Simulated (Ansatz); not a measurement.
What a change of settings does to a run on SnO2

The cell was built from the CdI2 type and relaxed in the same program, and has space group P-3m1; it needn't be a known or the stable phase.

First run: DFT, PBE, PAW with Ansatz's default frozen-core files, scalar-relativistic (Ansatz 0.2.0).

Command: `ansatz run input.yaml --threads 1 --pin off --max-ram 4096MiB --backend cpu --events-out ev --progress --plain --runs-dir out` The run took 28 s on 1 thread of Arm Neoverse V2, with other jobs on the host, peak memory 0.42 GiB.

```yaml
crystal:
  lattice:
    - [3.2281997375, 0.0, 0.0]
    - [-1.6140998687, 2.7957029812, 0.0]
    - [0.0, 0.0, 5.4923491137]
  atoms:
    - { symbol: Sn, position: [0.0, 0.0, 0.0] }
    - { symbol: O, position: [0.3333333333, 0.6666666667, 0.1841559794] }
    - { symbol: O, position: [0.6666666667, 0.3333333333, 0.8158440206] }
kpoints:
  mp_grid: { grid: [13, 13, 7] }
  band_path:
    path:
      - [0.0, 0.0, 0.0]
      - [0.5, 0.0, 0.0]
      - [0.3333333333, 0.3333333333, 0.0]
      - [0.0, 0.0, 0.0]
      - [0.0, 0.0, 0.5]
      - [0.5, 0.0, 0.5]
      - [0.3333333333, 0.3333333333, 0.5]
      - [0.0, 0.0, 0.5]
      - [0.5, 0.0, 0.5]
    npoints: 14
scf:
  occupations: { method: fermi_dirac, width: 0.08 }
hamiltonian:
  xc: pbe
  pseudopotentials: { kind: paw }
output:
  forces: true
  stress: true
  eigenvalues: true
  efg: { contact_densities: true }
  populations: true
  bader: true
  dos: { projected: true, de: 0.2, e_range: [-14, 8] }
  write_density: true
  write_potential: true
  elf: true
  volumetric_format: npy
```

Result: converged; pressure 0.00 GPa; gap on the k mesh 2.30 eV (the mesh can miss the band edges); 6 SCF iterations.

Spin–orbit coupling is left out, though it moves levels of the heavy atoms by tenths of an eV or more.

The input is then changed:

```diff
@@ -9,5 +9,5 @@
     - { symbol: O, position: [0.6666666667, 0.3333333333, 0.8158440206] }
 kpoints:
-  mp_grid: { grid: [13, 13, 7] }
+  mp_grid: { grid: [13, 13, 7], shift: [0.5, 0.5, 0.5] }
   band_path:
     path:
@@ -33,9 +33,3 @@
   efg: { contact_densities: true }
   populations: true
-  bader: true
-  dos: { projected: true, de: 0.2, e_range: [-14, 8] }
-  write_density: true
-  write_potential: true
-  elf: true
-  volumetric_format: npy
```

What does the second run give?

It converged; energy at zero smearing 0.0 meV/atom from the first run; pressure 0.00 GPa; gap on the k mesh 2.42 eV (the mesh can miss the band edges); 6 SCF iterations.
